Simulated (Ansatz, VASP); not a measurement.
Two plane-wave programs on Sc

```xyz
2
Lattice="3.3582 0.0000 0.0000 -1.6791 2.9083 0.0000 0.0000 0.0000 5.2414" Properties=species:S:1:pos:R:3 pbc="T T T"
Sc    0.0000    1.9389    1.3103
Sc    1.6791    0.9694    3.9310
```

Alike in both runs: functional RPBE; k mesh 12 × 12 × 8; occupations gaussian, width 0.1 eV; no spin polarisation.

Ansatz relaxed the structure, and its values are those at the end. VASP's run is a single point on that final structure, the one shown.

```csv
,VASP,Ansatz
version,VASP 6.6.1,Ansatz 0.2.0
potentials or method,"VASP PAW PBE potentials, release 64 (Sc_sv)","scalar-relativistic, plane waves, PAW"
plane-wave cutoff (eV),520,420
valence electrons in the cell,22,22
```

|  | VASP | Ansatz | Ansatz less VASP |
| --- | --- | --- | --- |
| gap on the k mesh at the Fermi level (eV) | none | none | - |
| pressure (GPa) | 0.0 | 0.0 | -0.04 |

A gap of «none» marks a metal or a gap that the smearing closes.

Caveats: the PAW data sets were made with another functional, which shifts forces and pressure a little (VASP).
